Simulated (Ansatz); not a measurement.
**F: LAPW beside PAW**

The same cell of F is computed with full-potential LAPW, frozen-core PAW and datasets made for this crystal, to set the results side by side.

Program: Ansatz 0.2.0. Level of theory: DFT PBE, scalar-relativistic. These are calculated values, not measurements.

1 further run of the same task is left out (set aside as unsound or not needed).

### 1 Starting point

The structure is cubic, space group Pm-3m (No. 221). Conventional cell: a = 2.194 Å, b = 2.194 Å, c = 2.194 Å, α = 90.00°, β = 90.00°, γ = 90.00°. F (site symmetry m-3m) is surrounded by 6 F at 2.19 Å.

As a file:

```
F
1.0
     2.19408    0.00000    0.00000
     0.00000    2.19408    0.00000
     0.00000    0.00000    2.19408
F
1
Direct
  0.00000 0.00000 0.00000
```

The structure (sc type) was typed from a prototype and relaxed by PAW; whether it is the ground state wasn't tested.

### 2 Full-potential LAPW

Contents of input.yaml:

```yaml
crystal:
  lattice:
    - [2.194078337, 0.0, 0.0]
    - [0.0, 2.194078337, 0.0]
    - [0.0, 0.0, 2.194078337]
  atoms:
    - { symbol: F, position: [0.0, 0.0, 0.0] }
kpoints:
  mp_grid: { grid: [15, 15, 15] }
  band_path:
    path:
      - [0.0, 0.0, 0.0]
      - [0.0, 0.5, 0.0]
      - [0.5, 0.5, 0.0]
      - [0.0, 0.0, 0.0]
      - [0.5, 0.5, 0.5]
      - [0.0, 0.5, 0.0]
      - [0.5, 0.5, 0.5]
      - [0.5, 0.5, 0.0]
    npoints: 8
scf:
  occupations: { method: fermi_dirac, width: 0.08 }
hamiltonian:
  xc: pbe
  pseudopotentials: { kind: all_electron, lapw: { basis_error: 0.00025 } }
output:
  forces: true
  stress: true
  eigenvalues: true
  populations: true
  dos: { projected: true, de: 0.2, e_range: [-14, 8] }
```

### 3 Frozen-core PAW

input.yaml, as its differences from that of step 2:

```diff
@@ -24,3 +24,3 @@
   xc: pbe
-  pseudopotentials: { kind: all_electron, lapw: { basis_error: 0.00025 } }
+  pseudopotentials: { kind: paw }
 output:
@@ -29,3 +29,5 @@
   eigenvalues: true
+  efg: { contact_densities: true }
   populations: true
+  bader: true
   dos: { projected: true, de: 0.2, e_range: [-14, 8] }
```

### 4 Datasets made for this crystal

input.yaml, as its differences from that of step 3:

```diff
@@ -24,3 +24,3 @@
   xc: pbe
-  pseudopotentials: { kind: paw }
+  pseudopotentials: { kind: all_electron, datasets: crystal }
 output:
@@ -30,4 +30 @@
   efg: { contact_densities: true }
-  populations: true
-  bader: true
-  dos: { projected: true, de: 0.2, e_range: [-14, 8] }
```

(Steps that only read results are left out.)

What does the calculation give? Wanted: pressure; gap.

The runs gave:

| quantity | value |
| --- | --- |
| pressure | LAPW -0.08, PAW -0.01, crystal datasets -0.08 GPa |
| gap (LAPW) | none |

**Reading.** The pressure is within half a GPa of zero. With 7 electrons in the bands of a cell, and no spin, a band must be partly filled: it is a metal at this level. F 2p carries the largest share, 100 %, of the projected states within 0.3 eV of the Fermi level. The projection holds only the free atom's occupied shells (F 2p in this range). In pressure, PAW differs from LAPW by +0.07 GPa. The price, with the outputs that each input asks for: 5.2 s for LAPW against 2.8 s for PAW, about 1.9 to one. F has an odd count of electrons, so a run without spin can force a false metal and spoil its energy.
